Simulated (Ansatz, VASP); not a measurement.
## One calculation of As, two programs

INCAR

```
SYSTEM = As
PREC = Accurate
ENCUT = 600
EDIFF = 1E-6
ISMEAR = -1
SIGMA = 0.05
LREAL = .False.
LASPH = .True.
NELM = 60
ALGO = Fast
ISIF = 3
LWAVE = .False.
LCHARG = .False.
GGA = PS
IBRION = 2
NSW = 40
EDIFFG = -0.01
```

KPOINTS

```
Automatic mesh
0
Gamma
  10 10 10
  0 0 0
```

The input POSCAR:

```
As
1.0
    2.7036817444      0.0000000000      0.0000000000
    0.0000000000      2.7036817444      0.0000000000
    0.0000000000      0.0000000000      2.7036817444
As
1
Direct
    0.5000000000      0.5000000000      0.5000000000
```

File input.yaml:

```yaml
crystal:
  lattice:
    - [2.7036817444, 0.0, 0.0]
    - [0.0, 2.7036817444, 0.0]
    - [0.0, 0.0, 2.7036817444]
  atoms:
    - { symbol: As, position: [0.5, 0.5, 0.5] }
hamiltonian:
  xc: pbesol
  pseudopotentials: { kind: paw }
kpoints:
  mp_grid: { grid: [10, 10, 10] }
scf:
  occupations: { method: fermi_dirac, width: 0.05 }
output:
  forces: true
  stress: true
  eigenvalues: true
  write_density: true
  write_potential: true
  elf: true
  volumetric_format: npy
relax:
  f_tol: 0.01
  max_steps: 40
  cell: { stress_tol: 0.05 }
```

This isn't the form of As at room conditions, which is rhombohedral.

Alike in both runs: task relaxation of cell and atoms; functional PBEsol; k mesh 10 × 10 × 10; occupations fermi-dirac, width 0.05 eV; no spin polarisation.

|  | VASP | Ansatz |
| --- | --- | --- |
| version | VASP 6.6.1 | Ansatz 0.2.0 |
| potentials or method | VASP PAW PBE potentials, release 64 (As) | Ansatz PAW |
| plane-wave cutoff (eV) | 600 | 420 |
| valence electrons in the cell | 5 | 15 |

```csv
,VASP,Ansatz,Ansatz less VASP
"gap on the k mesh at the Fermi level, each at its own relaxed structure (eV)",none,none,-
relaxed volume (Å³/atom),19.48,19.42,-0.066
relaxed cell length with the largest relative difference (Å),2.691,2.688,-0.0031
energy change over the relaxation (meV/atom),-1,-2,-0.6
```

A gap of «none» marks a metal or a gap that the smearing closes. The two sets of potentials don't hold the same shells in valence.

Caveats: the PAW data sets were made with another functional, which shifts forces and pressure a little (VASP); the plane-wave basis is chosen anew once the cell has moved, so the energies of steps on either side of that aren't comparable (Ansatz); the PAW data sets come from PBE, with cores solved anew for the run's functional, which leaves a small shift of forces and pressure (Ansatz).
